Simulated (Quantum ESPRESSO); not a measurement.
**La2O3: dielectric tensor and Born charges under several settings**

```
La O
1.0
     3.93078    0.00000    0.00000
    -1.96539    3.40415    0.00000
     0.00000    0.00000    6.11195
La O
2 3
Direct
  0.33333 0.66667 0.24624
  0.66667 0.33333 0.75376
  0.00000 0.00000 0.00000
  0.33333 0.66667 0.64589
  0.66667 0.33333 0.35411
```

The cell is a database's computed one.

All runs used Quantum ESPRESSO 7.5; k mesh 4 × 4 × 4, shifted; given cell; no spin polarisation; cutoff 612 eV; occupations smeared at first, fixed for the response.

```tsv
level	potentials	pressure (GPa)	ε∞ (diagonal)	Born charge of atom 1 (e)
LDA	GBRV 1.5 LDA	-5.9	4.85, 4.85, 4.75	4.06
PBE	GBRV 1.5 PBE	2.2	4.81, 4.81, 4.70	4.08
PBEsol	GBRV 1.5 PBEsol	?	?	?
WC	GBRV 1.5 PBE	-2.2	4.87, 4.87, 4.77	4.06
BLYP	GBRV 1.5 PBE	7.4	4.69, 4.69, 4.57	4.08
AM05	GBRV 1.5 PBE	-1.7	4.84, 4.84, 4.74	4.08
```

**Question.** What stands in the row left open?

**Answer.** Pressure -2.7 GPa; ε∞ 4.88, 4.88, 4.77; Born charge of atom 1 4.07 e.

Caveats: all runs use coarse meshes; the potentials were made for another functional, which shifts forces and pressure (some runs); the cell is more than 3 GPa from zero pressure, which shifts response properties (some runs).

For the row left open. Caveat: the k mesh is coarse (spacing up to 0.46 Å⁻¹), so the values aren't converged.
